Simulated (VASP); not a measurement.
Te, 1 atom in the cell. Symmetry: R-3m, No. 166, trigonal system. Conventional cell: a = 4.612 Å, b = 4.612 Å, c = 5.073 Å, α = 90.00°, β = 90.00°, γ = 120.00°. Te (site symmetry -3m) has 6 Te at 3.15 Å as nearest neighbours. This isn't the form of Te at room conditions, which is trigonal, of chains.

| Item | Value |
| --- | --- |
| Program | VASP 6.6.1 |
| Task | relaxation of cell and atoms |
| Functional | PBE |
| Potentials or basis | VASP PAW PBE potentials, release 64 (Te) |
| Cutoff | 600 eV |
| k mesh | 9 × 9 × 9 |
| Occupations | fermi-dirac, width 0.05 eV |
| Spin | no spin polarisation |
| Further INCAR settings | ALGO = Normal; EDIFF = 1e-07; IBRION = 2; EDIFFG = -0.01; NSW = 40; ISIF = 3 |

Potentials or basis: VASP PAW PBE potentials, release 64 (Te).

Command:

```sh
$ cat potpaw_PBE.64/Te/POTCAR > POTCAR
$ mpirun -np 1 vasp_std > vasp.out
```

Hardware: 1 thread of AMD EPYC 9R45 (Zen 5), with other jobs on the host.

Problem. How long does it take, and how much memory?

Solution. Run time: 71 s on 1 thread of AMD EPYC 9R45 (Zen 5), on a shared host, peak memory 0.14 GiB. Counts: scf iterations 79, k points 85, ion steps 9.
